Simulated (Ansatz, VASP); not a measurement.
# One calculation of BN, two programs

Contents of INCAR:

```
SYSTEM = BN
PREC = Accurate
ENCUT = 520
EDIFF = 1E-6
ISMEAR = 0
SIGMA = 0.05
LREAL = .FALSE.
LASPH = .TRUE.
NELM = 100
ALGO = Normal
ISIF = 2
LWAVE = .FALSE.
LCHARG = .FALSE.
GGA = PE
NBANDS = 16
```

KPOINTS

```
regular mesh
0
G
  6 6 6
  0 0 0
```

Contents of POSCAR:

```
BN
1.0
    0.0000000000     -1.8123937734     -1.8123937734
   -1.8123937734      0.0000000000     -1.8123937734
    1.8123937734      1.8123937734     -3.6247875468
B N
2 2
Direct
    0.0365543213     -0.0113516984      0.0000000000
    0.4634456787      0.5113516984      0.5000000000
    0.4124084247      0.3633830656      0.8750000000
    0.8375915753      0.8866169344      0.3750000000
```

Input for Ansatz:

```yaml
crystal:
  lattice:
    - [0.0, -1.8123937734, -1.8123937734]
    - [-1.8123937734, 0.0, -1.8123937734]
    - [1.8123937734, 1.8123937734, -3.6247875468]
  atoms:
    - { symbol: B, position: [0.0365543213, -0.0113516984, 0.0] }
    - { symbol: B, position: [0.4634456787, 0.5113516984, 0.5] }
    - { symbol: "N", position: [0.4124084247, 0.3633830656, 0.875] }
    - { symbol: "N", position: [0.8375915753, 0.8866169344, 0.375] }
basis:
  ecutwfc: 520.0
kpoints:
  mp_grid: { grid: [6, 6, 6] }
hamiltonian:
  xc: pbe
scf:
  occupations: { method: gaussian, width: 0.05 }
output:
  forces: true
  stress: true
  eigenvalues: true
```

Change from the starting cell: mode 4 frozen in at +0.000 Å and mode 5 at -0.085 Å (largest displacements).

Alike in both runs: task single point; functional PBE; k mesh 6 × 6 × 6; occupations gaussian, width 0.05 eV; no spin polarisation.

```csv
,VASP,Ansatz
version,VASP 6.6.1,Ansatz 0.2.0
potentials or method,"VASP PAW PBE potentials, release 64 (B, N)","scalar-relativistic, plane waves, PAW"
plane-wave cutoff (eV),520,520
valence electrons in the cell,16,16
```

|  | VASP | Ansatz | Ansatz less VASP |
| --- | --- | --- | --- |
| gap on the k mesh at the Fermi level (eV) | 4.32 | 4.33 | +0.010 |
| least direct gap on the mesh (eV) | 6.27 | 6.28 | +0.012 |
| pressure (GPa) | 0.0 | -0.2 | -0.20 |
| largest component of the traceless stress (GPa) | 1.49 | 1.49 | +0.001 |
| rms of the force components (eV/Å) | 0.521 | 0.521 | +0.0004 |

Atom by atom the forces differ by 0.001 eV/Å (rms over components). The functional is the same, so the differences come from potentials, cutoffs and numerics.

Caveats: the k mesh is coarse (spacing up to 0.48 Å⁻¹), so the values aren't converged; forces of over 1 eV/Å show positions far from the minimum, so gaps and moduli don't describe the material at rest. A k mesh can miss the band edges.
